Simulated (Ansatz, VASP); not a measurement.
# In in VASP and in Ansatz

The input INCAR:

```
ALGO = Fast ; EDIFF = 1E-7
ENCUT = 520 ; GGA = PE
ISIF = 2 ; ISMEAR = 0
LASPH = T ; LCHARG = F
LREAL = F ; LWAVE = F
NBANDS = 12 ; NELM = 60
PREC = Accurate ; SIGMA = 0.1
```

The input KPOINTS:

```
k-points
0
Gamma
  12 12 16
```

The input POSCAR:

```
In
1.0
   -1.6676820075      1.7302234635      2.6288934885
    1.7302234635     -1.6676820075      2.6288934885
    1.6281990855      1.6281990855     -2.5877844165
In
1
Direct
    0.0000000000      0.0000000000      0.0000000000
```

Input for Ansatz:

```yaml
crystal:
  lattice:
    - [-1.6676820075, 1.7302234635, 2.6288934885]
    - [1.7302234635, -1.6676820075, 2.6288934885]
    - [1.6281990855, 1.6281990855, -2.5877844165]
  atoms:
    - { symbol: In, position: [0.0, 0.0, 0.0] }
basis:
  ecutwfc: 420
kpoints:
  mp_grid: { grid: [12, 12, 16] }
hamiltonian:
  xc: pbe
scf:
  occupations: { method: gaussian, width: 0.1 }
output:
  forces: true
  stress: true
  eigenvalues: true
```

Alike in both runs: task single point; functional PBE; k mesh 12 × 12 × 16; occupations gaussian, width 0.1 eV; no spin polarisation.

```csv
,VASP,Ansatz
version,VASP 6.6.1,Ansatz 0.2.0
potentials or method,"VASP PAW PBE potentials, release 64 (In_d)","scalar-relativistic, plane waves, PAW"
plane-wave cutoff (eV),520,420
valence electrons in the cell,13,13
```

```tsv
	VASP	Ansatz	Ansatz less VASP
gap on the k mesh at the Fermi level (eV)	none	none	-
pressure (GPa)	-2.2	-2.2	+0.05
largest component of the traceless stress (GPa)	0.15	0.15	-0.001
```

A gap of «none» marks a metal or a gap that the smearing closes. The functional is the same, so the differences come from potentials, cutoffs and numerics.
